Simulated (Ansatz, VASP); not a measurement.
GaAs: VASP beside Ansatz

```xyz
2
Lattice="0.0000 2.8014 2.8014 2.8014 0.0000 2.8014 2.8014 2.8014 0.0000" Properties=species:S:1:pos:R:3 pbc="T T T"
Ga    0.0000    0.0000    0.0000
As    4.2021    4.2021    4.2021
```

Alike in both runs: functional LDA; k mesh 12 × 12 × 12; occupations gaussian, width 0.01 eV; no spin polarisation.

Ansatz relaxed the structure, and its values are those at the end. VASP's run is a single point on that final structure, the one shown.

|  | VASP | Ansatz |
| --- | --- | --- |
| version | VASP 6.6.1 | Ansatz 0.2.0 |
| potentials or method | VASP PAW LDA potentials, release 64 (Ga_d, As) | scalar-relativistic, plane waves, PAW |
| plane-wave cutoff (eV) | 520 | 420 |
| valence electrons in the cell | 18 | 28 |

Ansatz gave:

| Item | Value |
| --- | --- |
| gap on the k mesh at the Fermi level (eV) | 0.49 |
| least direct gap on the mesh (eV) | 0.49 |
| pressure (GPa) | 0.0 |

**Question.** What did VASP give for the same quantities?

**Answer.** gap on the k mesh at the Fermi level (eV): 0.54; least direct gap on the mesh (eV): 0.54; pressure (GPa): 0.3.

The two sets of potentials don't hold the same shells in valence. Ansatz warned: «pseudo_functional_mismatch».

A k mesh can miss the band edges. LDA gaps usually lie below the measured ones, often by a third to a half.
